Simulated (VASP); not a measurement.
Method: r2SCAN meta-GGA, VASP's PBE PAW potentials (set 64) (plane waves; VASP).

Input for VASP

POSCAR:
```
LaAlO3
1
    3.7713465549     0.0000000000     0.0000000000
    0.0000000000     3.7713465549     0.0000000000
   -0.0000000000    -0.0000000000     3.7713465549
La Al O
1 1 3
Direct
  0.0000000000   0.0000000000   0.0000000000
  0.5000000000   0.5000000000   0.5000000000
  0.5000000000   0.0000000000   0.5000000000
  0.0000000000   0.5000000000   0.5000000000
  0.5000000000   0.5000000000   0.0000000000
```

INCAR:
```
SIGMA = 0.05
ISMEAR = 0   ! Gaussian
LWAVE = F
NELM = 100   ! most electronic steps
LASPH = T   ! aspherical one-centre terms
EDIFF = 1E-6
ALGO = Normal
ENCUT = 520   ! plane-wave cut-off (eV)
LMAXMIX = 6   ! l cut-off of mixed one-centre charges
LMIXTAU = T
LCHARG = F
EDIFFG = -0.02
NSW = 60
ISIF = 3
LREAL = F   ! projection in real space or not
METAGGA = R2SCAN
SYSTEM = LaAlO3
IBRION = 2   ! conjugate gradients
PREC = Accurate
```

### KPOINTS
```
kpoints
0
G
  5 5 5
```

POTCAR, in this order: La Al O (PBE.64 set). Program: vasp_std.

Output of the run:

**OSZICAR**
```
       N       E                     dE             d eps       ncg     rms          rms(c)
DAV:   1     0.267103154632E+03    0.26710E+03   -0.14573E+04   456   0.245E+03
DAV:   2     0.100525428104E+02   -0.25705E+03   -0.23528E+03   456   0.372E+02
DAV:   3    -0.774939861646E+02   -0.87547E+02   -0.84408E+02   644   0.194E+02
DAV:   4    -0.858275830122E+02   -0.83336E+01   -0.82079E+01   632   0.633E+01
DAV:   5    -0.866178425458E+02   -0.79026E+00   -0.78961E+00   640   0.171E+01    0.124E+01
DAV:   6    -0.720430316745E+02    0.14575E+02   -0.16369E+01   612   0.270E+01    0.482E+00
DAV:   7    -0.722491781574E+02   -0.20615E+00   -0.19581E+00   600   0.157E+01    0.272E+00
DAV:   8    -0.754406244402E+02   -0.31914E+01   -0.16250E+00   604   0.143E+01    0.113E+00
DAV:   9    -0.725927905006E+02    0.28478E+01   -0.91888E-01   532   0.946E+00    0.261E-01
DAV:  10    -0.726784881414E+02   -0.85698E-01   -0.10730E-01   696   0.326E+00    0.254E-01
DAV:  11    -0.726690059245E+02    0.94822E-02   -0.17532E-02   500   0.147E+00    0.128E-01
DAV:  12    -0.726756408745E+02   -0.66350E-02   -0.22161E-02   632   0.176E+00    0.571E-02
DAV:  13    -0.726820391668E+02   -0.63983E-02   -0.28100E-03   556   0.589E-01    0.257E-02
DAV:  14    -0.726829568489E+02   -0.91768E-03   -0.12677E-03   544   0.403E-01    0.239E-02
DAV:  15    -0.726829609191E+02   -0.40702E-05   -0.53093E-04   584   0.236E-01    0.178E-02
DAV:  16    -0.726831342382E+02   -0.17332E-03   -0.17103E-04   576   0.122E-01    0.383E-03
DAV:  17    -0.726831366038E+02   -0.23657E-05   -0.12934E-05   680   0.369E-02    0.587E-03
DAV:  18    -0.726831354931E+02    0.11107E-05   -0.60145E-06   568   0.193E-02    0.131E-03
DAV:  19    -0.726831366585E+02   -0.11654E-05   -0.70613E-07   308   0.117E-02    0.452E-04
DAV:  20    -0.726831366044E+02    0.54034E-07   -0.16357E-07   308   0.982E-03
   1 F= -.72683137E+02 E0= -.72683137E+02  d E =-.726831E+02
       N       E                     dE             d eps       ncg     rms          rms(c)
DAV:   1    -0.727458847761E+02   -0.62748E-01   -0.20569E+00   504   0.130E+01    0.186E+00
DAV:   2    -0.726872380586E+02    0.58647E-01   -0.28737E-01   544   0.425E+00    0.492E-01
DAV:   3    -0.726830723681E+02    0.41657E-02   -0.23028E-02   632   0.192E+00    0.188E-01
DAV:   4    -0.726806941837E+02    0.23782E-02   -0.14151E-02   584   0.141E+00    0.117E-01
DAV:   5    -0.726822531683E+02   -0.15590E-02   -0.29005E-03   672   0.541E-01    0.452E-02
DAV:   6    -0.726822129248E+02    0.40244E-04   -0.36194E-04   628   0.187E-01    0.230E-02
DAV:   7    -0.726820712778E+02    0.14165E-03   -0.32790E-04   584   0.198E-01    0.226E-02
DAV:   8    -0.726822219078E+02   -0.15063E-03   -0.26476E-04   556   0.169E-01    0.110E-02
DAV:   9    -0.726822434540E+02   -0.21546E-04   -0.39416E-05   528   0.660E-02    0.422E-03
DAV:  10    -0.726822474639E+02   -0.40099E-05   -0.92482E-06   696   0.313E-02    0.281E-03
DAV:  11    -0.726822487309E+02   -0.12671E-05   -0.90734E-07   292   0.104E-02    0.203E-03
DAV:  12    -0.726822484227E+02    0.30826E-06   -0.41047E-07   272   0.844E-03
   2 F= -.72682248E+02 E0= -.72682248E+02  d E =0.888182E-03
       N       E                     dE             d eps       ncg     rms          rms(c)
DAV:   1    -0.727048585834E+02   -0.22610E-01   -0.59034E-01   504   0.699E+00    0.998E-01
DAV:   2    -0.726878578094E+02    0.17001E-01   -0.81392E-02   512   0.227E+00    0.265E-01
DAV:   3    -0.726867310813E+02    0.11267E-02   -0.70653E-03   624   0.102E+00    0.102E-01
DAV:   4    -0.726859885267E+02    0.74255E-03   -0.47015E-03   568   0.800E-01    0.717E-02
DAV:   5    -0.726864951219E+02   -0.50660E-03   -0.93952E-04   640   0.312E-01    0.235E-02
DAV:   6    -0.726864822747E+02    0.12847E-04   -0.13729E-04   676   0.118E-01    0.110E-02
DAV:   7    -0.726865076379E+02   -0.25363E-04   -0.61522E-05   576   0.872E-02    0.106E-02
DAV:   8    -0.726865080092E+02   -0.37129E-06   -0.59179E-05   600   0.731E-02    0.675E-03
DAV:   9    -0.726865149722E+02   -0.69631E-05   -0.17413E-05   448   0.411E-02    0.204E-03
DAV:  10    -0.726865198532E+02   -0.48810E-05   -0.33988E-06   396   0.212E-02    0.991E-04
DAV:  11    -0.726865199417E+02   -0.88452E-07   -0.32525E-07   240   0.908E-03
   3 F= -.72686520E+02 E0= -.72686520E+02  d E =-.338334E-02
```

File OUTCAR:
```
------------------------ aborting loop because EDIFF is reached ----------------------------------------
  FORCE on cell =-STRESS in cart. coord.  units (eV):
  Direction    XX          YY          ZZ          XY          YZ          ZX
  --------------------------------------------------------------------------------------
  Total        0.0119830      0.0119830      0.0119830      0.0000000      0.0000000     -0.0000000
  in kB        0.3545067      0.3545067      0.3545067      0.0000000      0.0000000     -0.0000000
  external PRESSURE =       0.3545067 kB  Pullay stress =       0.0000000 kB
  volume of cell :       54.16
      direct lattice vectors                 reciprocal lattice vectors
     3.783413778  0.000000000 -0.000000000     0.264311561  0.000000000 -0.000000000
     0.000000000  3.783413778  0.000000000     0.000000000  0.264311561  0.000000000
     0.000000000 -0.000000000  3.783413778     0.000000000  0.000000000  0.264311561
 POSITION                                       TOTAL-FORCE (eV/Angst)
 -----------------------------------------------------------------------------------
      0.00000      0.00000      0.00000         0.000000     -0.000000      0.000000
      1.89171      1.89171      1.89171        -0.000000      0.000000      0.000000
      1.89171     -0.00000      1.89171        -0.000000      0.000000      0.000000
      0.00000      1.89171      1.89171        -0.000000      0.000000      0.000000
      1.89171      1.89171     -0.00000        -0.000000      0.000000      0.000000
 -----------------------------------------------------------------------------------
    total drift:                                0.000000     -0.000000     -0.000000
  FREE ENERGIE OF THE ION-ELECTRON SYSTEM (eV)
  ---------------------------------------------------
  free  energy   TOTEN  =       -72.6865199417 eV

  energy  without entropy=      -72.6865199417  energy(sigma->0) =      -72.68651994

 reached required accuracy - stopping structural energy minimisation
```
(Selected blocks of OUTCAR.)

**CONTCAR**
```
LaAlO3
   1.00000000000000
     3.7834137778603831    0.0000000000000000   -0.0000000000000000
     0.0000000000000000    3.7834137778603831    0.0000000000000000
     0.0000000000000000   -0.0000000000000000    3.7834137778603831
  La              Al              O
     1     1     3
Direct
     0.0000000000000000    0.0000000000000000    0.0000000000000000
     0.5000000000000000    0.5000000000000000    0.5000000000000000
     0.5000000000000000    0.0000000000000000    0.5000000000000000
     0.0000000000000000    0.5000000000000000    0.5000000000000000
     0.5000000000000000    0.5000000000000000    0.0000000000000000
```

The compound is LaAlO3 in the cubic perovskite structure, the ideal cubic form; the compound distorts at low or room temperature. This run relaxes it. Symmetry was kept, so distortions that lower it aren't found. The start is the result of an earlier pass.
